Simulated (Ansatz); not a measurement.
Sn: relaxation of cell and atoms with PBEsol+D3(BJ)

The system is Sn.

```
Sn
1.0
    -1.72654    1.77555    2.33834
     1.72654   -1.77555    2.33834
     1.72654    1.77555   -2.33834
Sn
1
Direct
  0.00000 0.00000 0.00000
```

This isn't the form of Sn at room conditions, which is tetragonal (white tin).

```json
{
  "Program": "Ansatz 0.2.0",
  "Task": "relaxation of cell and atoms",
  "Functional": "PBEsol",
  "Dispersion": "D3(BJ)",
  "Potentials or basis": "Ansatz PAW",
  "Cutoff": "420 eV (not typed: the program's choice for these potentials)",
  "k mesh": "11 × 11 × 11",
  "Occupations": "fermi-dirac, width 0.05 eV",
  "Spin": "no spin polarisation"
}
```

| Item | Value |
| --- | --- |
| Relaxed volume | 25.39 Å³/atom |
| Relaxed cell | a = 3.278 Å, b = 3.278 Å, c = 3.278 Å, α = 118.64°, β = 118.64°, γ = 92.38° |
| Space group after relaxing (to 0.05 Å) | I4/mmm (No. 139) |
| Energy gained by relaxing | 68.5 meV/atom |
| Ionic steps | 6 |
| Pressure after relaxing | 0.0 GPa |
| Band gap on the k mesh | none (metal or under the smearing width) |

The path:
| step | energy change (eV) | largest force (eV/Å) | volume (Å³) |
| --- | --- | --- | --- |
| 1 | 0.0000 | 0.0000 | 28.67 |
| 2 | -0.0684 | 0.0000 | 25.38 |
| 3 | -0.0690 | 0.0000 | 25.37 |
| 4 | -0.0690 | 0.0000 | 25.39 |
| 5 | -0.0691 | 0.0000 | 25.39 |
| 6 | -0.0685 | 0.0000 | 25.39 |

Final structure:
```xyz
1
Lattice="-1.6725 1.6725 2.2691 1.6725 -1.6725 2.2691 1.6725 1.6725 -2.2691" Properties=species:S:1:pos:R:3 pbc="T T T"
Sn    0.0000    0.0000    0.0000
```

Levels at points of the mesh, in eV from the Fermi level:
```csv
k point,band 5,band 6,band 7,band 8,band 9,band 10
"(0.00, 0.00, 0.00)",-21.36,-11.63,8.24,8.33,8.33,10.73
```

It took 11 s on 2 threads of Arm Neoverse V2, with other jobs on the host, peak memory 0.36 GiB.

Caveat: the plane-wave basis is chosen anew once the cell has moved, so the energies of steps on either side of that aren't comparable; pairwise dispersion overbinds metals, which lowers pressure and volume; the PAW data sets come from PBE, with cores solved anew for the run's functional, which leaves a small shift of forces and pressure.
